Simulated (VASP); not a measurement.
# HfO₂, self-consistent run: which settings are enough?

HfO₂, Pmm2 (no. 25), 6 atoms in the cell. PBE; PAW potentials Hf_pv, O (PBE set). VASP 6.6.1. The cell is changed on purpose: last atom moved by 0.05 Å along z, cell strained by -1.0% along z.

Wanted: energy within 10 meV/atom; forces within 0.05 eV/Å; stress within 1 GPa; levels at the zone centre within 0.05 eV.

What the run is for: all; Accuracy asked: screening.

Levels at the zone centre: counted from the valence top at that point.

POSCAR:
```
HfO2
1.0
    3.5580193300      0.0000000000      0.0000000000
    0.0000000000      3.5580193300      0.0000000000
    0.0000000000      0.0000000000      5.1201425979
Hf O
2 4
Direct
    0.0000000000      0.0000000000      0.0000000000
    0.5000000000      0.5000000000      0.5000000000
    0.0000000000      0.5000000000      0.1972078800
    0.5000000000      0.0000000000      0.3027921200
    0.5000000000      0.0000000000      0.8027921200
    0.0000000000      0.5000000000      0.7068755800
```

The series start from Plane-wave cutoff (eV): 520; k-point mesh: 6 × 6 × 5; Precision mode (PREC): Accurate; Electronic threshold (eV): 1e-6; Bands in all (NBANDS): 36; Aspherical gradient terms in the spheres (LASPH): yes; Electronic algorithm: ALGO=Normal; Placing of the Fermi level (EFERMI): EFERMI=MIDGAP; Delay and inner steps: defaults. Each series keeps the choices made before it, and each single choice may use up half of a tolerance.

## Plane-wave cutoff (eV)

| Plane-wave cutoff (eV) | Energy less reference (meV/atom) | Forces, largest deviation (eV/Å) | Stress, largest deviation (GPa) | Levels at the zone centre, largest deviation (eV) | SCF iterations | Time (s) |
|---|---|---|---|---|---|---|
| 320 | -73 | 0.008 | 32.4 | 0.074 | 14 | 9.8 |
| 400 | -7 | 0.013 | 6.1 | 0.002 | 14 | 13 |
| 460 | 3 | 0.002 | 0.9 | 0.003 | 14 | 23 |
| 520 | 5 | 0.002 | 0.0 | 0.004 | 14 | 22 |
| 600 | 4 | 0.001 | 0.3 | 0.003 | 14 | 28 |
| 700 | 1 | 0.001 | 0.3 | 0.000 | 14 | 34 |
| 840 (reference) | 0 | 0.000 | 0.0 | 0.000 | 14 | 42 |

Chosen: 600, the loosest value from which every tighter one stays within half of the tolerance.

## k-point mesh

| k-point mesh | Energy less reference (meV/atom) | Forces, largest deviation (eV/Å) | Stress, largest deviation (GPa) | Levels at the zone centre, largest deviation (eV) | SCF iterations | Time (s) |
|---|---|---|---|---|---|---|
| 2 × 2 × 2 | 48 | 0.181 | 1.5 | 0.052 | 14 | 7.6 |
| 3 × 3 × 2 | 8 | 0.011 | 0.5 | 0.015 | 15 | 7.2 |
| 3 × 3 × 3 | 3 | 0.016 | 0.1 | 0.007 | 15 | 7.2 |
| 4 × 4 × 3 | 0 | 0.002 | 0.0 | 0.001 | 14 | 14 |
| 5 × 5 × 4 | 0 | 0.000 | 0.0 | 0.000 | 14 | 21 |
| 6 × 6 × 5 | 0 | 0.000 | 0.0 | 0.000 | 14 | 28 |
| 8 × 8 × 6 | 0 | 0.000 | 0.0 | 0.000 | 14 | 62 |
| 10 × 10 × 7 (reference) | 0 | 0.000 | 0.0 | 0.000 | 14 | 63 |

Chosen: 3 × 3 × 3.

## Precision mode (PREC)

| Precision mode (PREC) | Energy less reference (meV/atom) | Forces, largest deviation (eV/Å) | Stress, largest deviation (GPa) | Levels at the zone centre, largest deviation (eV) | SCF iterations | Time (s) |
|---|---|---|---|---|---|---|
| SingleN | 0 | 0.005 | 0.0 | 0.000 | 15 | 3.7 |
| Normal | 0 | 0.001 | 0.0 | 0.000 | 15 | 4.3 |
| Single | 0 | 0.001 | 0.0 | 0.000 | 15 | 6.9 |
| Accurate (reference) | 0 | 0.000 | 0.0 | 0.000 | 15 | 7.2 |

Chosen: SingleN.

## Electronic threshold (eV)

| Electronic threshold (eV) | Energy less reference (meV/atom) | Forces, largest deviation (eV/Å) | Stress, largest deviation (GPa) | Levels at the zone centre, largest deviation (eV) | SCF iterations | Time (s) |
|---|---|---|---|---|---|---|
| 0.001 | 0 | 0.003 | 0.3 | 0.001 | 10 | 2.8 |
| 0.0001 | 0 | 0.000 | 0.0 | 0.001 | 12 | 3.2 |
| 1e-5 | 0 | 0.000 | 0.0 | 0.000 | 13 | 3.3 |
| 1e-6 | 0 | 0.000 | 0.0 | 0.000 | 15 | 3.7 |
| 1e-7 | 0 | 0.000 | 0.0 | 0.000 | 15 | 3.9 |
| 1e-8 (reference) | 0 | 0.000 | 0.0 | 0.000 | 18 | 4.5 |

Chosen: 0.001.

## Bands in all (NBANDS)

| Bands in all (NBANDS) | Energy less reference (meV/atom) | Forces, largest deviation (eV/Å) | Stress, largest deviation (GPa) | Levels at the zone centre, largest deviation (eV) | SCF iterations | Time (s) |
|---|---|---|---|---|---|---|
| 23 | 0 | 0.003 | 0.7 | 0.030 | 10 | 2.3 |
| 24 | 0 | 0.002 | 0.8 | 0.010 | 10 | 2.2 |
| 26 | 0 | 0.002 | 0.8 | 0.007 | 10 | 2.3 |
| 28 | 0 | 0.002 | 0.7 | 0.007 | 10 | 2.4 |
| 36 | 0 | 0.000 | 0.1 | 0.003 | 10 | 2.8 |
| 50 (reference) | 0 | 0.000 | 0.0 | 0.000 | 10 | 3.4 |

Chosen: 36.

## Aspherical gradient terms in the spheres (LASPH)

| Aspherical gradient terms in the spheres (LASPH) | Energy less reference (meV/atom) | Forces, largest deviation (eV/Å) | Stress, largest deviation (GPa) | Levels at the zone centre, largest deviation (eV) | SCF iterations | Time (s) |
|---|---|---|---|---|---|---|
| no | 0 | 0.001 | 0.0 | 0.002 | 10 | 2.6 |
| yes (reference) | 0 | 0.000 | 0.0 | 0.000 | 10 | 2.8 |

Chosen: no.

## Electronic algorithm

| Electronic algorithm | Energy less reference (meV/atom) | Forces, largest deviation (eV/Å) | Stress, largest deviation (GPa) | Levels at the zone centre, largest deviation (eV) | SCF iterations | Time (s) |
|---|---|---|---|---|---|---|
| ALGO=Normal | 0 | 0.000 | 0.0 | 0.000 | 10 | 2.6 |
| ALGO=Fast | 0 | 0.005 | 0.2 | 0.002 | 11 | 2.3 |
| ALGO=VeryFast | 0 | 0.006 | 0.0 | 0.006 | 17 | 2.9 |
| ALGO=All ISEARCH=1 | 0 | 0.007 | 0.3 | 0.002 | 12 | 2.6 |
| ALGO=All ISEARCH=0 | 0 | 0.007 | 0.3 | 0.002 | 12 | 2.4 |
| ALGO=Damped TIME=0.4 | 0 | 0.005 | 0.0 | 0.018 | 18 | 4.5 |
| ALGO=Damped TIME=0.1 | 0 | 0.029 | 1.1 | 0.011 | 28 | 3.9 |

Chosen: ALGO=Fast; it saves 0.3 s of 2.6, so ALGO=Normal would do nearly as well.

## Placing of the Fermi level (EFERMI)

| Placing of the Fermi level (EFERMI) | Energy less reference (meV/atom) | Forces, largest deviation (eV/Å) | Stress, largest deviation (GPa) | Levels at the zone centre, largest deviation (eV) | SCF iterations | Time (s) |
|---|---|---|---|---|---|---|
| EFERMI=MIDGAP | 0 | 0.000 | 0.0 | 0.000 | 11 | 2.3 |
| EFERMI=LEGACY | 0 | 0.000 | 0.0 | 0.000 | 11 | 2.4 |

Chosen: EFERMI=MIDGAP; no other choice that stays within half of the tolerance saves 30 % of the time.

## Delay and inner steps

| Delay and inner steps | Energy less reference (meV/atom) | Forces, largest deviation (eV/Å) | Stress, largest deviation (GPa) | Levels at the zone centre, largest deviation (eV) | SCF iterations | Time (s) |
|---|---|---|---|---|---|---|
| defaults | 0 | 0.000 | 0.0 | 0.000 | 11 | 2.3 |
| NELMDL=-2 | 0 | 0.005 | 0.0 | 0.002 | 12 | 2.8 |
| NELMDL=-8 | 0 | 0.000 | 0.0 | 0.000 | 14 | 2.7 |
| NELMDL=-12 | 0 | 0.000 | 0.0 | 0.000 | 18 | 3.0 |
| NRMM=2 | 0 | 0.001 | 0.0 | 0.000 | 11 | 2.4 |
| NRMM=6 | 0 | 0.000 | 0.0 | 0.000 | 11 | 2.5 |
| WEIMIN=0.001 | 0 | 0.000 | 0.0 | 0.000 | 11 | 2.4 |

Chosen: defaults.

## All choices together

| Input | Energy less reference (meV/atom) | Forces, largest deviation (eV/Å) | Stress, largest deviation (GPa) | Levels at the zone centre, largest deviation (eV) | Time (s) |
|---|---|---|---|---|---|
| the program's defaults (naive) | -8 | 0.029 | 6.4 | 0.003 | 2.8 |
| chosen settings | 7 | 0.016 | 0.3 | 0.011 | 2.3 |
| reference settings throughout | 0 | 0.000 | 0.0 | 0.000 | 209 |

The tolerance is met.

Values of the reference run: Stress: 6.743, 0, 0, 0, 8.924, 0, 0, 0, 9.855 GPa; Levels at the zone centre: -0.0192, 0, 4.771 eV from the valence top at Gamma.

## The input

INCAR:
```
GGA = PE ; ISMEAR = 0
SIGMA = 0.03 ; LWAVE = F
LCHARG = F ; ISIF = 2
PREC = SingleN ; LASPH = F
LREAL = F ; ALGO = Fast
EDIFF = 0.001 ; NELM = 120
GGA_COMPAT = F ; ENCUT = 600
EFERMI = MIDGAP ; KPAR = 2
NBANDS = 36
```

KPOINTS:
```
Automatic mesh
0
Gamma
  3 3 3
  0 0 0
```

Commands:
```
cat potpaw_PBE.64/Hf_pv/POTCAR potpaw_PBE.64/O/POTCAR > POTCAR
mpirun -np 2 vasp_std > vasp.out
```

The chosen input took VASP 6.6.1 2.3 s on 2 cores (Intel Xeon 6975P-C (Granite Rapids)), a shared host.

## An input that fails: mixing far too strong

VASP's message: ERROR FEXCP: supplied Exchange-correletion table is too small, maximal index : 3908.

Changes against the starting input:
```
- NELM = 120
+ NELM = 68
+ IMIX = 1
+ AMIX = 2.5
+ BMIX = 0.0001
```
